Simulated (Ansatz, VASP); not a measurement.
**Ag in VASP and in Ansatz**

Contents of INCAR:

```
PREC = Accurate ; ENCUT = 520
EDIFF = 1E-7 ; ISMEAR = 0
SIGMA = 0.15 ; LREAL = False
LASPH = True ; NELM = 100
ALGO = Fast ; ISIF = 2
LWAVE = False ; LCHARG = False
NBANDS = 12
```

KPOINTS

```
Automatic mesh
0
Gamma
  20 20 20
```

POSCAR

```
Ag
1.0
    0.0000000000      2.3495650000      2.0431000000
    2.3495650000      0.0000000000      2.0431000000
    2.3495650000      2.3495650000      0.0000000000
Ag
1
Direct
    0.0000000000      0.0000000000      0.0000000000
```

Input for Ansatz:

```yaml
crystal:
  lattice:
    - [0.0, 2.349565, 2.0431]
    - [2.349565, 0.0, 2.0431]
    - [2.349565, 2.349565, 0.0]
  atoms:
    - { symbol: Ag, position: [0.0, 0.0, 0.0] }
basis:
  ecutwfc: 420
kpoints:
  mp_grid: { grid: [20, 20, 20] }
hamiltonian:
  xc: lda
scf:
  occupations: { method: gaussian, width: 0.15 }
output:
  forces: true
  stress: true
  eigenvalues: true
```

Change from the starting cell: strain +0.1500 x Voigt [1, 1, 0, 0, 0, 0], atoms carried along.

Alike in both runs: task single point; functional LDA; k mesh 20 × 20 × 20; occupations gaussian, width 0.15 eV; no spin polarisation.

|  | VASP | Ansatz |
| --- | --- | --- |
| version | VASP 6.6.1 | Ansatz 0.2.0 |
| potentials or method | VASP PAW LDA potentials, release 64 (Ag) | scalar-relativistic, plane waves, PAW |
| plane-wave cutoff (eV) | 520 | 420 |
| valence electrons in the cell | 11 | 19 |

|  | VASP | Ansatz | Ansatz less VASP |
| --- | --- | --- | --- |
| gap on the k mesh at the Fermi level (eV) | none | none | - |
| pressure (GPa) | -17.5 | -17.6 | -0.12 |
| largest component of the traceless stress (GPa) | 0.46 | 0.46 | -0.002 |

A gap of «none» marks a metal or a gap that the smearing closes. The two sets of potentials don't hold the same shells in valence.

Caveats: so large a pressure means that the cell lies far from this level's equilibrium, or that cutoff or potentials fall short (VASP).
